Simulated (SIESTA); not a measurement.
Crystal: TiO2.

```
Ti O
1.0
     4.81270    0.00000    0.00000
     0.00000    4.87188    0.00000
    -0.86289    0.00000    4.96659
Ti O
4 8
Direct
  0.27744 0.05281 0.21315
  0.72256 0.55281 0.28685
  0.72256 0.94719 0.78685
  0.27744 0.44719 0.71315
  0.06384 0.17697 0.85156
  0.93616 0.67697 0.64844
  0.93616 0.82303 0.14844
  0.06384 0.32303 0.35156
  0.44536 0.75763 0.46677
  0.55464 0.25763 0.03323
  0.55464 0.24237 0.53323
  0.44536 0.74237 0.96677
```

The cell comes from a database or a generator and needn't be the stable form of this composition.

Base run:

* Program: SIESTA 5.4.2
* Functional: PBEsol
* Potentials or basis: PseudoDojo 0.4 standard (PBEsol files)
* Basis: DZP (energy shift 0.003 Ry; two zetas on semicore shells)
* Grid cutoff: 800 Ry
* Energy shift: 0.003 Ry
* k mesh: 6 × 6 × 6
* Occupations: fermi-dirac, width 0.05 eV
* Spin: no spin polarisation

Its results: band gap on the k mesh 2.17 eV, indirect (least direct gap 2.23 eV); pressure -0.4 GPa; largest force 0.167 eV/Å.

Question: The run is repeated on the same cell with these changes: functional from PBEsol to LDA; potentials or basis from PseudoDojo 0.4 standard (PBEsol files) to PseudoDojo 0.4 standard (LDA files). What comes out?

Answer: Band gap on the k mesh 2.13 eV, indirect (least direct gap 2.20 eV); pressure -6.8 GPa; largest force 0.149 eV/Å.

Caveats: the basis of atomic orbitals isn't converged, which shifts pressures, moduli and gaps.
